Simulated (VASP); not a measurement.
Set up this calculation in VASP 6.6.1, as the native input.

| Quantity | Value |
| --- | --- |
| Task | band structure |
| Functional | LDA |
| Potentials or basis | VASP PAW LDA potentials, release 64 (C) |
| Cutoff | 520 eV |
| k mesh | 9 × 7 × 9 |
| Occupations | gaussian, width 0.02 eV |
| Spin | no spin polarisation |
| Further INCAR settings | ALGO = Normal; EDIFF = 1e-06; NBANDS = 16 |

The structure of C lies in POSCAR:

```
C                                       
1.0
    2.5391285274      0.0000000000      0.0000000000
    0.0000000000      3.5908700000      0.0000000000
    0.0000000000      0.0000000000      2.4934513222
  C             
     4
Direct
     0.0000000000000000    0.9997648118110927    0.0000000000000000
     0.5000000000000000    0.4997648118110926    0.5000000000000000
     0.0000000000000000    0.2502351881889074    0.5000000000000000
     0.5000000000000000    0.7502351881889073    0.0000000000000000
```

This isn't the form of C at room conditions, which is graphite.

These files were run (other wordings do the same):

INCAR

```
PREC = Accurate ; ENCUT = 520
EDIFF = 1E-6 ; ISMEAR = 0
SIGMA = 0.02 ; LREAL = F
LASPH = T ; NELM = 60
ALGO = Normal ; ISIF = 2
LWAVE = F ; LCHARG = F
NBANDS = 16
```

KPOINTS

```
regular mesh
0
Gamma
  9 7 9
```

KPOINTS_OPT

```
path GXSYGZURTZ,YT,UX,SR
20
line-mode
reciprocal
 0.0000000000  0.0000000000  0.0000000000  G
 0.0000000000  0.0000000000  0.5000000000  X

 0.0000000000  0.0000000000  0.5000000000  X
 0.5000000000  0.0000000000  0.5000000000  S

 0.5000000000  0.0000000000  0.5000000000  S
 0.5000000000  0.0000000000  0.0000000000  Y

 0.5000000000  0.0000000000  0.0000000000  Y
 0.0000000000  0.0000000000  0.0000000000  G

 0.0000000000  0.0000000000  0.0000000000  G
 0.0000000000  0.5000000000  0.0000000000  Z

 0.0000000000  0.5000000000  0.0000000000  Z
 0.0000000000  0.5000000000  0.5000000000  U

 0.0000000000  0.5000000000  0.5000000000  U
 0.5000000000  0.5000000000  0.5000000000  R

 0.5000000000  0.5000000000  0.5000000000  R
 0.5000000000  0.5000000000  0.0000000000  T

 0.5000000000  0.5000000000  0.0000000000  T
 0.0000000000  0.5000000000  0.0000000000  Z

 0.5000000000  0.0000000000  0.0000000000  Y
 0.5000000000  0.5000000000  0.0000000000  T

 0.0000000000  0.5000000000  0.5000000000  U
 0.0000000000  0.0000000000  0.5000000000  X

 0.5000000000  0.0000000000  0.5000000000  S
 0.5000000000  0.5000000000  0.5000000000  R
```

Potentials or basis: VASP PAW LDA potentials, release 64 (C).

Launch:

```console
$ cat potpaw_LDA.64/C/POTCAR > POTCAR
$ mpirun -np 1 vasp_std > vasp.out
```

It gave:

* Pressure: -12.4 GPa
* Largest force: 0.015 eV/Å
* Band gap on the k mesh: 3.97 eV
* Band gap along the path: 4.11 eV

Run time: 42 s on 1 thread of Intel(R) Xeon(R) Platinum 8488C (Sapphire Rapids), on a shared host, peak memory 0.16 GiB.
